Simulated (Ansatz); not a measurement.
A strain series on ZnS (zincblende): epitaxial in the xy plane

ZnS in the zincblende structure, relaxed with r2SCAN in the PAW code Ansatz, then strained (epitaxial in the xy plane; changes of length per length, axes as in the cell below) with the atoms relaxed again within the symmetry that is left. The symmetry is F-43m (No. 216, cubic); a = 5.388 Å in the conventional setting, 19.55 Å³ an atom. Zn is surrounded by 4 S at 2.33 Å; S is surrounded by 4 Zn at 2.33 Å. The values are computed, spin-unpolarised, and not measurements.

```
Zn S
1.0
     0.00000    2.69409    2.69409
     2.69409    0.00000    2.69409
     2.69409    2.69409    0.00000
Zn S
1 1
Direct
  0.00000 0.00000 0.00000
  0.25000 0.25000 0.25000
```

Gaps are the least over each mesh (PBE 8×8×8, r2SCAN 8×8×8, HSE06 6×6×6 when unstrained) and the special points, which keep their unstrained names; stress is the change from the unstrained cell, compression positive.

```csv
strain (%),free normal strain (%),"gap, PBE (eV)","gap, r2SCAN (eV)","gap, HSE06 (eV)","edges, HSE06","in-plane stress, r2SCAN (GPa)","energy rise, r2SCAN (meV/atom)"
-4.0,+4.67,2.155,2.721,3.392,Γ,+4.32,20.5
-3.0,+3.51,2.160,2.723,3.396,Γ,+3.14,11.3
-2.0,+2.38,2.158,2.719,3.393,Γ,+2.01,4.9
-1.74,+2.08,2.157,2.717,3.391,Γ,+1.73,3.7
-1.0,+1.22,2.153,2.712,3.386,Γ,+0.96,1.2
0.0,0.00,2.147,2.705,3.378,Γ,0.00,0.0
+1.0,-1.17,2.062,2.616,3.287,Γ,-0.94,1.1
+2.0,-2.40,1.982,2.533,3.202,Γ,-1.80,4.4
+3.0,-3.65,1.905,2.455,3.120,Γ,-2.62,9.6
+4.0,-4.98,1.834,2.382,3.044,Γ,-3.35,16.8
```

Between zero and the nearest strains the slope of the HSE06 gap against strain is -0.008 eV per percent for negative and -0.091 for positive strain.

The meshes of the hybrids are coarse, so their gaps aren't converged to the digits shown.
